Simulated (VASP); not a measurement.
# La2O3 (P-3m1) in VASP: settings compared

The runs below take La2O3 through band structure, with PBE, LDA, r2SCAN.

Program: VASP 6.6.1. These are calculated values, not measurements. Logs are shortened: lines on timing, memory, paths and dates and some standing lists are left out, and cuts for length are marked.

### 1 Starting point

The structure is trigonal, space group P-3m1 (No. 164). The conventional cell has a = 3.931 Å, b = 3.931 Å, c = 6.112 Å, α = 90.00°, β = 90.00°, γ = 120.00°. La (site symmetry 3m) has 4 O at 2.36 to 2.44 Å as nearest neighbours. Around O (site symmetry -3m) lie 6 La at 2.72 Å. O (site symmetry 3m) is surrounded by 4 La at 2.36 to 2.44 Å.

The cell is a database's computed one.

### 2 Band structure, PBE, spin-orbit coupling, no magnetisation

INCAR reads:

```
SYSTEM = La2O3
PREC = Accurate
ENCUT = 520
EDIFF = 1E-6
ISMEAR = 0
SIGMA = 0.02
LREAL = .False.
LASPH = .True.
NELM = 60
ALGO = Normal
ISIF = 2
LWAVE = .False.
LCHARG = .False.
MAGMOM = 0 0 0 0 0 0 0 0 0 0 0 0 0 0 0
LORBIT = 11
LSORBIT = .True.
GGA_COMPAT = .False.
LMAXMIX = 6
GGA = PE
KPAR = 4
```

KPOINTS reads:

```
Automatic mesh
0
Gamma
  6 6 4
  0 0 0
```

POSCAR reads:

```
La2O3
1.0
    3.9307778780      0.0000000000      0.0000000000
   -1.9653889390      3.4041534990      0.0000000000
    0.0000000000      0.0000000000      6.1119535200
La O
2 3
Direct
    0.3333333333      0.6666666667      0.2462356800
    0.6666666667      0.3333333333      0.7537643200
    0.0000000000      0.0000000000      0.0000000000
    0.3333333333      0.6666666667      0.6458906500
    0.6666666667      0.3333333333      0.3541093500
```

KPOINTS_OPT reads:

```
path GMKGALHA,LM,KH
10
line-mode
reciprocal
 0.0000000000  0.0000000000  0.0000000000  G
 0.5000000000  0.0000000000  0.0000000000  M

 0.5000000000  0.0000000000  0.0000000000  M
 0.3333333333  0.3333333333  0.0000000000  K

 0.3333333333  0.3333333333  0.0000000000  K
 0.0000000000  0.0000000000  0.0000000000  G

 0.0000000000  0.0000000000  0.0000000000  G
 0.0000000000  0.0000000000  0.5000000000  A

 0.0000000000  0.0000000000  0.5000000000  A
 0.5000000000  0.0000000000  0.5000000000  L

 0.5000000000  0.0000000000  0.5000000000  L
 0.3333333333  0.3333333333  0.5000000000  H

 0.3333333333  0.3333333333  0.5000000000  H
 0.0000000000  0.0000000000  0.5000000000  A

 0.5000000000  0.0000000000  0.5000000000  L
 0.5000000000  0.0000000000  0.0000000000  M

 0.3333333333  0.3333333333  0.0000000000  K
 0.3333333333  0.3333333333  0.5000000000  H
```

Potentials or basis: VASP PAW PBE potentials, release 64 (La, O).

Command:

```sh
cat potpaw_PBE.64/La/POTCAR potpaw_PBE.64/O/POTCAR > POTCAR
mpirun -np 4 vasp_ncl > vasp.out
```

OUTCAR:

```text
SYSTEM = La2O3
   PREC = Accurate
   ENCUT = 520
   EDIFF = 1E-6
   ISMEAR = 0
   LREAL = .False.
   LASPH = .True.
   NELM = 60
   ISIF = 2
   LORBIT = 11
   LSORBIT = .True.
   GGA = PE

 ion  position               nearest neighbor table
   1  0.333  0.667  0.246-   5 2.36   5 2.36   5 2.36   4 2.44   3 2.72   3 2.72   3 2.72
   2  0.667  0.333  0.754-   4 2.36   4 2.36   4 2.36   5 2.44   3 2.72   3 2.72   3 2.72
   3  0.000  0.000  0.000-   1 2.72   2 2.72   2 2.72   1 2.72   2 2.72   1 2.72
   4  0.333  0.667  0.646-   2 2.36   2 2.36   2 2.36   1 2.44
   5  0.667  0.333  0.354-   1 2.36   1 2.36   1 2.36   2 2.44

  LATTYP: Found a hexagonal cell.
 ALAT       =     3.9307778780
 C/A-ratio  =     1.5548966921

  Lattice vectors:

 A1 = (   3.9307778780,   0.0000000000,   0.0000000000)
 A2 = (  -1.9653889390,   3.4041534990,   0.0000000000)
 A3 = (   0.0000000000,   0.0000000000,   6.1119535200)

Analysis of symmetry for initial positions (statically):
=====================================================================
 Subroutine PRICEL returns:
 Original cell was already a primitive cell.

 Routine SETGRP: Setting up the symmetry group for a
 hexagonal supercell.

 Subroutine GETGRP returns: Found 12 space group operations
 (whereof 12 operations were pure point group operations)
 out of a pool of 24 trial point group operations.

The static configuration has the point symmetry D_3d.

Analysis of symmetry for dynamics (positions and initial velocities):
=====================================================================
 Subroutine PRICEL returns:
 Original cell was already a primitive cell.

 Routine SETGRP: Setting up the symmetry group for a
 hexagonal supercell.

 Subroutine GETGRP returns: Found 12 space group operations
 (whereof 12 operations were pure point group operations)
 out of a pool of 24 trial point group operations.

The dynamic configuration has the point symmetry D_3d.

Analysis of structural, dynamic, and magnetic symmetry:
[... 1409 lines left out ...]

 VOLUME and BASIS-vectors are now :
 -----------------------------------------------------------------------------
  energy-cutoff  :      520.00
  volume of cell :       81.78
      direct lattice vectors                 reciprocal lattice vectors
     3.930777878  0.000000000  0.000000000     0.254402571  0.146879393  0.000000000
    -1.965388939  3.404153499  0.000000000     0.000000000  0.293758786  0.000000000
     0.000000000  0.000000000  6.111953520     0.000000000  0.000000000  0.163613810

 POSITION                                       TOTAL-FORCE (eV/Angst)
 -----------------------------------------------------------------------------------
     -0.00000      2.26944      1.50498         0.000000      0.000000     -0.002212
      1.96539      1.13472      4.60697        -0.000000      0.000000      0.002212
      0.00000      0.00000      0.00000         0.000000      0.000000      0.000000
     -0.00000      2.26944      3.94765         0.000000     -0.000000      0.010713
      1.96539      1.13472      2.16430        -0.000000      0.000000     -0.010713
 -----------------------------------------------------------------------------------
    total drift:                               -0.000000      0.000000      0.000000

  FREE ENERGIE OF THE ION-ELECTRON SYSTEM (eV)
  ---------------------------------------------------
  free  energy   TOTEN  =       -42.3912921008 eV

  energy  without entropy=      -42.3912921008  energy(sigma->0) =      -42.39129210

 Spin-Orbit-Coupling matrix elements

 Ion:    1  E_soc:     -0.5762276
 l=   1
     0.0000000    -0.0953625    -0.0953781
    -0.0953625     0.0000000    -0.0953625
    -0.0953781    -0.0953625     0.0000000
 l=   2
     0.0000000    -0.0001109     0.0000000    -0.0001109    -0.0005269
    -0.0001109     0.0000000    -0.0003118    -0.0000974    -0.0001109
     0.0000000    -0.0003118     0.0000000    -0.0003118     0.0000000
    -0.0001109    -0.0000974    -0.0003118     0.0000000    -0.0001109
    -0.0005269    -0.0001109     0.0000000    -0.0001109     0.0000000
 l=   3
     0.0000000    -0.0000221     0.0000000     0.0000000     0.0000000    -0.0000221    -0.0000657
    -0.0000221     0.0000000    -0.0000163     0.0000000    -0.0000163    -0.0000424    -0.0000099
     0.0000000    -0.0000163     0.0000000    -0.0000386    -0.0000049    -0.0000163     0.0000000
     0.0000000     0.0000000    -0.0000386     0.0000000    -0.0000386     0.0000000     0.0000000
[... 69 lines left out ...]
 l=   2
     0.0000000     0.0000000     0.0000000     0.0000000     0.0000000
     0.0000000     0.0000000     0.0000000     0.0000000     0.0000000
     0.0000000     0.0000000     0.0000000     0.0000000     0.0000000
     0.0000000     0.0000000     0.0000000     0.0000000     0.0000000
     0.0000000     0.0000000     0.0000000     0.0000000     0.0000000
 l=   3
     0.0000000     0.0000000     0.0000000     0.0000000     0.0000000     0.0000000     0.0000000
     0.0000000     0.0000000     0.0000000     0.0000000     0.0000000     0.0000000     0.0000000
     0.0000000     0.0000000     0.0000000     0.0000000     0.0000000     0.0000000     0.0000000
     0.0000000     0.0000000     0.0000000     0.0000000     0.0000000     0.0000000     0.0000000
     0.0000000     0.0000000     0.0000000     0.0000000     0.0000000     0.0000000     0.0000000
     0.0000000     0.0000000     0.0000000     0.0000000     0.0000000     0.0000000     0.0000000
     0.0000000     0.0000000     0.0000000     0.0000000     0.0000000     0.0000000     0.0000000

 total charge

# of ion       s       p       d       f       tot
--------------------------------------------------
    1        2.019   5.699   0.645   0.244   8.607
    2        2.019   5.699   0.645   0.244   8.607
    3        1.557   3.380   0.000   0.000   4.937
    4        1.570   3.465   0.000   0.000   5.035
    5        1.570   3.465   0.000   0.000   5.035
--------------------------------------------------
tot          8.735  21.708   1.290   0.488  32.221

 magnetization (x)

# of ion       s       p       d       f       tot
--------------------------------------------------
    1       -0.000   0.000   0.000  -0.000  -0.000
    2        0.000   0.000   0.000  -0.000  -0.000
    3       -0.000   0.000   0.000   0.000  -0.000
    4        0.000   0.000   0.000   0.000   0.000
    5        0.000   0.000   0.000   0.000   0.000
--------------------------------------------------
tot         -0.000   0.000   0.000  -0.000  -0.000

 magnetization (y)

# of ion       s       p       d       f       tot
--------------------------------------------------
    1        0.000   0.000  -0.000  -0.000  -0.000
    2        0.000   0.000  -0.000   0.000   0.000
    3        0.000   0.000   0.000   0.000   0.000
    4       -0.000   0.000   0.000   0.000  -0.000
    5       -0.000   0.000   0.000   0.000  -0.000
--------------------------------------------------
tot         -0.000   0.000  -0.000   0.000  -0.000

 magnetization (z)

# of ion       s       p       d       f       tot
--------------------------------------------------
    1        0.000   0.000   0.000   0.000   0.000
    2        0.000   0.000   0.000   0.000   0.000
    3       -0.000  -0.000   0.000   0.000  -0.000
    4        0.000   0.000   0.000   0.000   0.000
    5        0.000   0.000   0.000   0.000   0.000
--------------------------------------------------
tot         -0.000  -0.000   0.000   0.000  -0.000
```

Wall time 2.9 min (4 MPI ranks of Intel Xeon 6975P-C (Granite Rapids), shared host); peak memory 0.51 GiB.

Results:

```yaml
Free_energy: -42.3913 eV
Pressure: 1.6 GPa
Largest_force: 0.011 eV/Å
Valence_electrons_inside_the_program's_atomic_spheres: La 8.61; O 4.94, 5.04
```

Forces on the atoms (eV/Å):
```
La   0.000  0.000 -0.002
La   0.000  0.000  0.002
O    0.000  0.000  0.000
O    0.000  0.000  0.011
O    0.000  0.000 -0.011
```

### 3 Band structure, LDA, spin-orbit coupling, no magnetisation

Edit INCAR of step 2 so:

```diff
@@ -18,3 +18,3 @@
 LMAXMIX = 6
-GGA = PE
+GGA = CA
 KPAR = 4
```

KPOINTS is that of step 2.

POSCAR is that of step 2.

KPOINTS_OPT is that of step 2.

Potentials or basis: VASP PAW LDA potentials, release 64 (La, O).

Command:

```sh
cat potpaw_LDA.64/La/POTCAR potpaw_LDA.64/O/POTCAR > POTCAR
mpirun -np 4 vasp_ncl > vasp.out
```

It took 2.8 min on 4 MPI ranks of Intel Xeon 6975P-C (Granite Rapids), shared host; peak memory 0.48 GiB.

The run converged. Its results:

```yaml
Free_energy: -46.4164 eV
Pressure: -6.4 GPa
Largest_force: 0.159 eV/Å
Valence_electrons_inside_the_program's_atomic_spheres: La 8.62; O 4.90, 5.00
```

Forces on the atoms (eV/Å):
```
La   0.000  0.000  0.159
La   0.000  0.000 -0.159
O    0.000  0.000  0.000
O    0.000  0.000 -0.016
O    0.000  0.000  0.016
```

Stress tensor (GPa, compression positive):
```
-6.56  0.00  0.00
 0.00 -6.56  0.00
 0.00  0.00 -5.98
```

(Part 1 of 2 ends here.)
